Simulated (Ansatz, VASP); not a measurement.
**One calculation of SrO, two programs**

Contents of POSCAR:

```
SrO
1.0
    0.1739462916      2.8263335547      2.8263335547
    2.8263335547      0.1739462916      2.8263335547
    2.8263335547      2.8263335547      0.1739462916
Sr O
1 1
Direct
    0.0053923474      0.0053923474      0.0053923474
    0.2446076526      0.2446076526      0.2446076526
```

Contents of INCAR.step1:

```
SYSTEM = SrO
  ALGO = Normal
  EDIFF = 1E-4
  ENCUT = 520
  GGA = PE
  ISMEAR = 0
  LASPH = .TRUE.
  LCHARG = .FALSE.
  LREAL = .FALSE.
  LWAVE = .TRUE.
  NBANDS = 15
  NELM = 100
  PREC = Accurate
  SIGMA = 0.01
```

Contents of INCAR.step2:

```
SYSTEM = SrO
  ALGO = Normal
  EDIFF = 1E-6
  ENCUT = 520
  ISIF = 2
  ISMEAR = 0
  ISTART = 1
  LASPH = .TRUE.
  LCHARG = .FALSE.
  LMIXTAU = .TRUE.
  LREAL = .FALSE.
  LWAVE = .FALSE.
  METAGGA = R2SCAN
  NBANDS = 15
  NELM = 100
  PREC = Accurate
  SIGMA = 0.01
```

The input KPOINTS:

```
k-points
0
G
  8 8 8
  0 0 0
```

Input for Ansatz:

```yaml
crystal:
  lattice:
    - [0.1739462916, 2.8263335547, 2.8263335547]
    - [2.8263335547, 0.1739462916, 2.8263335547]
    - [2.8263335547, 2.8263335547, 0.1739462916]
  atoms:
    - { symbol: Sr, position: [0.0053923474, 0.0053923474, 0.0053923474] }
    - { symbol: O, position: [0.2446076526, 0.2446076526, 0.2446076526] }
kpoints:
  mp_grid: { grid: [8, 8, 8] }
  band_path:
    path:
      - [0.0, 0.0, 0.0]
      - [-0.5, -0.5, 0.0]
      - [-0.375, -0.375, 0.25]
      - [-0.375, 0.0, 0.375]
      - [0.0, 0.0, 0.5]
      - [-0.5, -0.25, 0.25]
    npoints: 1
hamiltonian:
  xc: r2scan
scf:
  occupations: { method: fixed }
  n_extra_bands: 4
output:
  forces: true
  stress: true
  eigenvalues: true
```

Change from the starting cell: epitaxial_111 strain -5.0%.

Alike in both runs: task single point; functional r2SCAN; k mesh 8 × 8 × 8; no spin polarisation.

```csv
,VASP,Ansatz
version,VASP 6.6.1,Ansatz 0.2.0
potentials or method,"VASP PAW PBE potentials, release 64 (Sr_sv, O)","plane waves, PAW"
plane-wave cutoff (eV),520,500
occupations,"gaussian, width 0.01 eV",fixed
valence electrons in the cell,16,16
```

Ansatz gave:

- gap on the k mesh at the Fermi level (eV): 3.03
- pressure (GPa): 3.9
- largest component of the traceless stress (GPa): 1.93
- rms of the force components (eV/Å): 0.001

**Question.** Which values does VASP return?

**Answer.** gap on the k mesh at the Fermi level (eV): 3.05; pressure (GPa): 4.5; largest component of the traceless stress (GPa): 1.93; rms of the force components (eV/Å): 0.012.

Atom by atom the forces differ by 0.011 eV/Å (rms over components).

Caveats: the PAW data sets were made with another functional, which shifts forces and pressure a little (VASP). A k mesh can miss the band edges.
